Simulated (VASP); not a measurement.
# Ti (Im-3m) in VASP: settings compared

One crystal, Ti, is run at these levels: PBEsol, r2SCAN; tasks: single point.

Program: VASP 6.6.1. These are calculated values, not measurements. Logs are shortened: lines on timing, memory, paths and dates and some standing lists are left out, and cuts for length are marked.

**1. The undisturbed crystal**

Symmetry: Im-3m, No. 229, cubic system. The conventional cell has a = 3.210 Å, b = 3.210 Å, c = 3.210 Å, α = 90.00°, β = 90.00°, γ = 90.00°. Around Ti (site symmetry m-3m) lie 8 Ti at 2.78 Å.

This isn't the form of Ti at room conditions, which is hcp.

**2. Single point, PBEsol (strained and moved within the space group)**

Contents of INCAR:

```
PREC = Accurate ; ENCUT = 520
EDIFF = 1E-7 ; ISMEAR = 0
SIGMA = 0.1 ; LREAL = False
LASPH = True ; NELM = 100
ALGO = Normal ; ISIF = 2
LWAVE = False ; LCHARG = True
GGA = PS ; LELF = True
LVHAR = True ; NBANDS = 12
```

Contents of KPOINTS:

```
Automatic mesh
0
Gamma
  18 18 18
```

Contents of POSCAR:

```
Ti
1.0
   -1.5933125400      1.5933125400      1.5933125400
    1.5933125400     -1.5933125400      1.5933125400
    1.5933125400      1.5933125400     -1.5933125400
Ti
1
Direct
    0.0000000000      0.0000000000      0.0000000000
```

Potentials or basis: VASP PAW PBE potentials, release 64 (Ti_sv).

Launch:

```console
$ cat potpaw_PBE.64/Ti_sv/POTCAR > POTCAR
$ mpirun -np 1 vasp_std > vasp.out
```

OUTCAR:

```text
PREC = Accurate
   ENCUT = 520
   EDIFF = 1E-7
   ISMEAR = 0
   LREAL = False
   LASPH = True
   NELM = 100
   ISIF = 2
   GGA = PS

 ion  position               nearest neighbor table
   1  0.000  0.000  0.000-

  LATTYP: Found a body centered cubic cell.
 ALAT       =     3.1866250800

  Lattice vectors:

 A1 = (  -1.5933125400,   1.5933125400,   1.5933125400)
 A2 = (   1.5933125400,  -1.5933125400,   1.5933125400)
 A3 = (   1.5933125400,   1.5933125400,  -1.5933125400)

Analysis of symmetry for initial positions (statically):
=====================================================================
 Subroutine PRICEL returns:
 Original cell was already a primitive cell.

 Routine SETGRP: Setting up the symmetry group for a
 body centered cubic supercell.

 Subroutine GETGRP returns: Found 48 space group operations
 (whereof 48 operations were pure point group operations)
 out of a pool of 48 trial point group operations.

The static configuration has the point symmetry O_h .

Analysis of symmetry for dynamics (positions and initial velocities):
=====================================================================
 Subroutine PRICEL returns:
 Original cell was already a primitive cell.

 Routine SETGRP: Setting up the symmetry group for a
 body centered cubic supercell.

 Subroutine GETGRP returns: Found 48 space group operations
 (whereof 48 operations were pure point group operations)
 out of a pool of 48 trial point group operations.

The dynamic configuration has the point symmetry O_h .

 Subroutine INISYM returns: Found 48 space group operations
 (whereof 48 operations are pure point group operations),
 and found     1 'primitive' translations

----------------------------------------------------------------------------------------

                                     Primitive cell

  volume of cell :      16.1794

  direct lattice vectors                    reciprocal lattice vectors
    -1.593312540  1.593312540  1.593312540     0.000000000  0.313811627  0.313811627
     1.593312540 -1.593312540  1.593312540     0.313811627  0.000000000  0.313811627
     1.593312540  1.593312540 -1.593312540     0.313811627  0.313811627  0.000000000

  length of vectors
     2.759698272  2.759698272  2.759698272     0.443796658  0.443796658  0.443796658

  position of ions in fractional coordinates (direct lattice)
     0.000000000  0.000000000  0.000000000

  ion indices of the primitive-cell ions
   primitive index   ion index
                 1           1

----------------------------------------------------------------------------------------

 KPOINTS: Automatic mesh

Automatic generation of k-mesh.
 Grid dimensions read from file:
 generate k-points for:   18   18   18

 Generating k-lattice:

  Cartesian coordinates                     Fractional coordinates (reciprocal lattice)
     0.000000000  0.017433979  0.017433979     0.055555556  0.000000000  0.000000000
     0.017433979  0.000000000  0.017433979     0.000000000  0.055555556  0.000000000
     0.017433979  0.017433979  0.000000000     0.000000000  0.000000000  0.055555556

  Length of vectors
     0.024655370  0.024655370  0.024655370

  Shift w.r.t. Gamma in fractional coordinates (k-lattice)
     0.000000000  0.000000000  0.000000000

 Subroutine IBZKPT returns following result:
 ===========================================

 Found    195 irreducible k-points:

 Following reciprocal coordinates:
            Coordinates               Weight
  0.000000  0.000000  0.000000      1.000000
  0.055556  0.000000  0.000000     12.000000
  0.111111  0.000000  0.000000     12.000000
  0.166667  0.000000  0.000000     12.000000
  0.222222  0.000000  0.000000     12.000000
  0.277778  0.000000  0.000000     12.000000
[... 16 lines left out ...]
  0.333333  0.111111  0.000000     48.000000
  0.388889  0.111111 -0.000000     48.000000
 [... further k-points ...]
   k-points           NKPTS =    195   k-points in BZ     NKDIM =    195   number of bands    NBANDS=     12
   number of dos      NEDOS =    301   number of ions     NIONS =      1
   total plane-waves  NPLWV =  13824
   dimension x,y,z NGX =    24 NGY =   24 NGZ =   24
   dimension x,y,z NGXF=    48 NGYF=   48 NGZF=   48
   ions per type =               1
   NGX,Y,Z   is equivalent  to a cutoff of  14.46, 14.46, 14.46 a.u.
   NGXF,Y,Z  is equivalent  to a cutoff of  28.92, 28.92, 28.92 a.u.
 SYSTEM =  unknown system
   PREC   = accura    normal or accurate (medium, high low for compatibility)
   ISTART =      0    job   : 0-new  1-cont  2-samecut
   ICHARG =      2    charge: 1-file 2-atom 10-const
   ISPIN  =      1    spin polarized calculation?
   LNONCOLLINEAR =      F non collinear calculations
   LSORBIT =      F    spin-orbit coupling
   LASPH  =      T    aspherical Exc in radial PAW
   ENCUT  =  520.0 eV  38.22 Ry    6.18 a.u.   5.13  5.13  5.13*2*pi/ulx,y,z
   NELM   =    100;   NELMIN=  2; NELMDL= -5     # of ELM steps
   EDIFF  = 0.1E-06   stopping-criterion for ELM
   LREAL  =      F    real-space projection
   EDIFFG = 0.1E-05   stopping-criterion for IOM
   NSW    =      0    number of steps for IOM
   IBRION =     -1    ionic relax: 0-MD 1-quasi-New 2-CG
   NFREE  =      0    steps in history (QN), initial steepest desc. (CG)
   ISIF   =      2    stress and relaxation
   ISYM   =      2    0-nonsym 1-usesym 2-fastsym
   POTIM  = 0.5000    time-step for ionic-motion
   TEBEG  =    0.0;   TEEND  =   0.0 temperature during run
   PSTRESS=    0.0 pullay stress
   NELECT =      12.0000    total number of electrons
   NUPDOWN=      -1.0000    fix difference up-down
   EMIN   =  10.00;   EMAX   =-10.00  energy-range for DOS
   EFERMI =   0.00;   METHOD = LEGACY
   ISMEAR =     0;   SIGMA  =   0.10  broadening in eV -4-tet -1-fermi 0-gaus
   EFERMI_NEDOS =   21; number of points for ismear=-14 and -15
   IALGO  =     38    algorithm
   IMIX   =      4    mixing-type and parameters
     AMIX     =   0.40;   BMIX     =  1.00
     AMIX_MAG =   1.60;   BMIX_MAG =  1.00
  volume/ion in A,a.u.               =      16.18       109.18
  Fermi-wavevector in a.u.,A,eV,Ry     =   1.481884  2.800355 29.878133  2.195981
  Thomas-Fermi vector in A             =   2.595739
   LORBIT       =      0    0 simple, 1 ext, 2 COOP (PROOUT), +10 PAW based schemes
   GGA     = PS    functional components
   LHFCALC =     F    Hartree Fock is set to
   AEXX    =    0.0000 exact exchange contribution
   IVDW    =     0    specifies the selected vdW correction
   LEPSILON=     F    determine dielectric tensor
   LRPA    =     F    only Hartree local field effects (RPA)
 non-spin polarized calculation
 Gauss-broadening in eV      SIGMA  =   0.10
  energy-cutoff  :      520.00
  volume of cell :       16.18
 maximum number of plane-waves:       466
 NGX is ok and might be reduce to    24
   NGX = 11   NGY = 11   NGZ = 11

 number of electron      12.0000003 magnetization

 Free energy of the ion-electron system (eV)
  ---------------------------------------------------
  ext. energy  EPLUGINS =         0.00000000
  ---------------------------------------------------
  free energy    TOTEN  =        -8.23860123 eV

  energy without entropy =       -8.22771483  energy(sigma->0) =       -8.23315803

 E-fermi :   8.7078     XC(G=0): -11.9744

 val. band max:        8.6988556703   @ k =   0.2778   0.2222   0.0000
 cond. band min:       8.7134854706   @ k =   0.2222   0.0556   0.0556
 fundamental gap:      0.0146298003
 Fermi energy:         8.7077529474

 k-point     1 :       0.0000    0.0000    0.0000
  band No.  band energies     occupation
      1     -47.4526      2.00000
      2     -23.3090      2.00000
      3     -23.3090      2.00000
      4     -23.3090      2.00000
      5       2.6120      2.00000
      6       9.7546      0.00000
      7       9.7546      0.00000
      8       9.7546      0.00000
      9      11.6882      0.00000
     10      11.6882      0.00000
     11      26.6380      0.00000
     12      26.6380      0.00000

 k-point     2 :       0.0556    0.0000    0.0000
  band No.  band energies     occupation
      1     -47.4473      2.00000
      2     -23.3361      2.00000
      3     -23.3172      2.00000
      4     -23.3092      2.00000
      5       2.7256      2.00000
      6       9.7005      0.00000
      7       9.7403      0.00000
      8       9.8396      0.00000
      9      11.6228      0.00000
     10      11.6912      0.00000
     11      26.5126      0.00000
     12      26.6407      0.00000

 k-point     3 :       0.1111    0.0000    0.0000
  band No.  band energies     occupation
      1     -47.4320      2.00000
      2     -23.4137      2.00000
      3     -23.3406      2.00000
      4     -23.3098      2.00000
      5       3.0575      2.00000
      6       9.5481      0.00000
      7       9.6774      0.00000
      8      10.0899      0.00000
      9      11.4739      0.00000
     10      11.7024      0.00000
     11      26.0853      0.00000
     12      26.5609      0.00000
[... 286 lines left out ...]
 k-point    23 :       0.3333    0.1111    0.0000
  band No.  band energies     occupation
      1     -47.2890      2.00000
      2     -24.0500      2.00000
      3     -23.5697      2.00000
      4     -23.3508      2.00000
      5       6.1938      2.00000
      6       8.3805      2.00000
      7       9.0529      0.00000
      8      11.5321      0.00000
      9      12.1246      0.00000
     10      13.2662      0.00000
     11      19.7179      0.00000
     12      22.8073      0.00000

 k-point    24 :       0.3889    0.1111   -0.0000
  band No.  band energies     occupation
      1     -47.2743      2.00000
      2     -24.1101      2.00000
      3     -23.5979      2.00000
      4     -23.3519      2.00000
      5       6.3273      2.00000
      6       8.2850      2.00000
      7       9.3845      0.00000
      8      11.6104      0.00000
      9      12.2189      0.00000
     10      13.7523      0.00000
     11      18.6482      0.00000
     12      22.4297      0.00000

 [... further k-points ...]

------------------------ aborting loop because EDIFF is reached ----------------------------------------

  FORCE on cell =-STRESS in cart. coord.  units (eV):
  Direction    XX          YY          ZZ          XY          YZ          ZX
  --------------------------------------------------------------------------------------
  -------------------------------------------------------------------------------------
  Total        0.2301361      0.2301361      0.2301361      0.0000000     -0.0000000      0.0000000
  in kB       22.7893737     22.7893737     22.7893737      0.0000000     -0.0000000      0.0000000
  external PRESSURE =      22.7893737 kB  Pullay stress =       0.0000000 kB

 VOLUME and BASIS-vectors are now :
 -----------------------------------------------------------------------------
  energy-cutoff  :      520.00
  volume of cell :       16.18
      direct lattice vectors                 reciprocal lattice vectors
    -1.593312540  1.593312540  1.593312540     0.000000000  0.313811627  0.313811627
     1.593312540 -1.593312540  1.593312540     0.313811627  0.000000000  0.313811627
     1.593312540  1.593312540 -1.593312540     0.313811627  0.313811627  0.000000000

 POSITION                                       TOTAL-FORCE (eV/Angst)
 -----------------------------------------------------------------------------------
      0.00000      0.00000      0.00000        -0.000000     -0.000000      0.000000
 -----------------------------------------------------------------------------------
    total drift:                                0.000000      0.000000     -0.000000

  FREE ENERGIE OF THE ION-ELECTRON SYSTEM (eV)
  ---------------------------------------------------
  free  energy   TOTEN  =        -8.2386012256 eV

  energy  without entropy=       -8.2277148277  energy(sigma->0) =       -8.23315803
```

Run time: 15 s. Hardware: 1 thread of Intel Xeon 6975P-C (Granite Rapids), shared host; peak memory 0.16 GiB.

Results:

| Item | Value |
| --- | --- |
| Free energy | -8.2386 eV |
| Pressure | 2.3 GPa |
| Band gap on the k mesh | none (metal or under the smearing width) |

Caveat: the PAW data sets were made with another functional, which shifts forces and pressure a little.

**3. Single point, r2SCAN (functional r2SCAN, strained and moved within the space group)**

Contents of POSCAR:

```
Ti
1.0
   -1.5851567700      1.5851567700      1.5851567700
    1.5851567700     -1.5851567700      1.5851567700
    1.5851567700      1.5851567700     -1.5851567700
Ti
1
Direct
    0.0000000000      0.0000000000      0.0000000000
```

Contents of INCAR.step1:

```
PREC     = Accurate       # precision mode
ENCUT    = 520            # plane-wave cutoff, eV
ISMEAR   = 0              # smearing method
SIGMA    = 0.1            # smearing width, eV
LREAL    = F              # projectors in reciprocal space
LASPH    = T              # aspherical terms in the spheres
NELM     = 100            # most SCF steps
NBANDS   = 12             # bands
GGA      = PE             # functional
ALGO     = Normal         # electronic algorithm
EDIFF    = 1E-4           # SCF threshold, eV
LWAVE    = T              # write WAVECAR
LCHARG   = F              # write CHGCAR
```

Contents of INCAR.step2:

```
PREC     = Accurate       # precision mode
ENCUT    = 520            # plane-wave cutoff, eV
EDIFF    = 1E-6           # SCF threshold, eV
ISMEAR   = 0              # smearing method
SIGMA    = 0.1            # smearing width, eV
LREAL    = F              # projectors in reciprocal space
LASPH    = T              # aspherical terms in the spheres
NELM     = 100            # most SCF steps
ALGO     = Normal         # electronic algorithm
ISIF     = 2              # what is computed and relaxed
LWAVE    = F              # write WAVECAR
LCHARG   = T              # write CHGCAR
METAGGA  = R2SCAN         # meta-GGA
LMIXTAU  = T            
LELF     = T              # ELF
LVHAR    = T            
NBANDS   = 12             # bands
ISTART   = 1
```

Contents of KPOINTS:

```
regular mesh
0
Gamma
  18 18 18
```

Potentials or basis: VASP PAW PBE potentials, release 64 (Ti_sv).

Launch:

```console
$ cat potpaw_PBE.64/Ti_sv/POTCAR > POTCAR
$ cp INCAR.step1 INCAR
$ mpirun -np 1 vasp_std > vasp.out
$ cp INCAR.step2 INCAR
$ mpirun -np 1 vasp_std > vasp.out
```

Wall time 50 s (1 thread of Intel Xeon 6975P-C (Granite Rapids), shared host); peak memory 0.15 GiB.

It converged, with:

| Item | Value |
| --- | --- |
| Free energy | -12.7789 eV |
| Pressure | 10.0 GPa |
| Band gap on the k mesh | none (metal or under the smearing width) |

Levels at points of the mesh, in eV from the Fermi level:
```
           k point  band 2  band 3  band 4  band 5  band 6  band 7  band 8  band 9  band 10  band 11
(0.00, 0.00, 0.00)  -33.41  -33.41  -33.41   -6.50    1.23    1.23    1.23    3.20     3.20    18.72
(0.50, 0.00, 0.00)  -34.33  -33.69  -33.42   -2.81   -0.43    1.26    3.24    3.63     4.99    10.20
(0.50, 0.50, 0.50)  -34.03  -34.03  -34.03   -2.60   -2.60    4.58    4.58    4.58     9.53     9.53
```

Caveat: the PAW data sets were made with another functional, which shifts forces and pressure a little.
